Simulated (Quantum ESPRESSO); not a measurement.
**Ti under changes of volume**

One of the cells (17.636 Å³/atom); the others are scaled copies at fixed shape and fractional positions:

```xyz
2
Lattice="2.9500 0.0000 0.0000 -1.4750 2.5548 0.0000 0.0000 0.0000 4.6800" Properties=species:S:1:pos:R:3 pbc="T T T"
Ti    1.4750    0.8516    3.5100
Ti    0.0000    1.7032    1.1700
```

* Program: Quantum ESPRESSO 7.5
* Functional: LDA
* Potentials or basis: JTH 2.0 LDA
* Cutoff: 490 eV
* Density cutoff: 2939 eV
* k mesh: 10 × 10 × 6
* Occupations: fermi-dirac, width 0.05 eV
* Spin: no spin polarisation

```tsv
volume (Å³/atom)	energy over the lowest point (meV/atom)	pressure (GPa)
16.577	0.00	-3.2
16.930	9.81	-5.5
17.283	24.41	-7.6
17.636	43.41	-9.5
17.988	?	?
18.341	92.86	-12.8
18.694	122.63	-14.2
```

What does the run at 17.988 Å³/atom give?

Energy over the lowest point 66.34 meV/atom; pressure -11.2 GPa.

Worked out: A Birch-Murnaghan fit of order 3 (a polynomial in V^(-2/3)) to the other rows has its minimum at 16.13 Å³/atom, just outside them, with B0 = V·E''(V) = 126 GPa and B' = 3.6 at fixed shape and positions, which overstates the stiffness. It gives 66.31 meV/atom at 17.988 Å³/atom, against the run's 66.34, and -dE/dV = -11.3 GPa, against -11.2.

Energies are extrapolated to zero smearing.

Caveats: the cutoff is low for these files, which shifts pressure and relaxed volume.
